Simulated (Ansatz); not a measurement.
# BAs: properties at the relaxed cell

One table from this session's results is given with a row withheld; the runs are named, their logs left out.

Method: DFT PBE, scalar-relativistic, plane waves, PAW, in Ansatz 0.2.0.

2 further runs of the same task are left out: 2 set aside as unsound or not needed.

## The structure to begin with

It takes space group F-43m (No. 216, cubic). Conventional cell: a = 4.809 Å, b = 4.809 Å, c = 4.809 Å, α = 90.00°, β = 90.00°, γ = 90.00°. B (site symmetry -43m) has 4 As at 2.08 Å as nearest neighbours. As (site symmetry -43m) is surrounded by 4 B at 2.08 Å.

Coordinates:

```
CELL_PARAMETERS angstrom
0.00000 2.40441 2.40441
2.40441 0.00000 2.40441
2.40441 2.40441 0.00000
ATOMIC_POSITIONS crystal
B 0.00000 0.00000 0.00000
As 0.25000 0.25000 0.25000
```

This cell was relaxed beforehand with the same method: volume 13.90 Å³/atom, gap on the mesh 1.20 eV.

Set-up of the first run:

File input.yaml:

```yaml
crystal:
  lattice:
    - [0.0, 2.404411167, 2.404411167]
    - [2.404411167, 0.0, 2.404411167]
    - [2.404411167, 2.404411167, 0.0]
  atoms:
    - { symbol: B, position: [0.0, 0.0, 0.0] }
    - { symbol: As, position: [0.25, 0.25, 0.25] }
basis:
  ecutwfc: 420
kpoints:
  mp_grid: { grid: [10, 10, 10] }
  band_path:
    path:
      - [[0.0, 0.0, 0.0], [-0.5, -0.5, 0.0], [-0.375, -0.375, 0.25]]
      - [[-0.375, 0.0, 0.375], [0.0, 0.0, 0.0], [0.0, 0.0, 0.5], [-0.5, -0.25, 0.25], [-0.5, -0.5, 0.0]]
    npoints: 14
hamiltonian:
  xc: pbe
scf:
  occupations: { method: gaussian, width: 0.02 }
  n_extra_bands: 6
output:
  forces: true
  stress: true
  eigenvalues: true
  populations: true
  dos: { projected: true, de: 0.02, nscf_kmesh: { grid: [15, 15, 15] } }
  bader: true
  write_density: true
  write_potential: true
  elf: true
  volumetric_format: npy
```

The run is started by

```bash
ansatz run input.yaml --threads 1 --pin off --max-ram 2560MiB --backend cpu --events-out ev --progress --plain --runs-dir out
```

Among the steps run: Static run: bands, density of states and charges; The same geometry with r2SCAN; Band edges anywhere in the zone (r2SCAN); Eigenvalues a small step from each edge (r2SCAN); Level of theory: PBE with spin-orbit coupling; Band edges anywhere in the zone (PBE with spin-orbit coupling); Eigenvalues a small step from each edge (PBE with spin-orbit coupling); Level of theory: LDA.

One table of the session follows, with a row left open; its other results are not shown here.

```
                       level  gap (eV)  pressure (GPa)
                         PBE      1.20             0.0
                      r2SCAN      1.39            -2.1
PBE with spin-orbit coupling      1.14             0.0
                         LDA         ?               ?
```

Estimate the missing values for LDA.

**Answer.** gap (eV): 1.15; pressure (GPa): -6.4. In the column «gap (eV)» it lies between PBE with spin-orbit coupling (1.14) and PBE (1.20).

All at the geometry relaxed with the first. The spin-orbit run may use another mesh or path, so its gap and time are not quite like for like.

Caveats from the session: It is a Kohn-Sham gap, without temperature or zero-point motion.
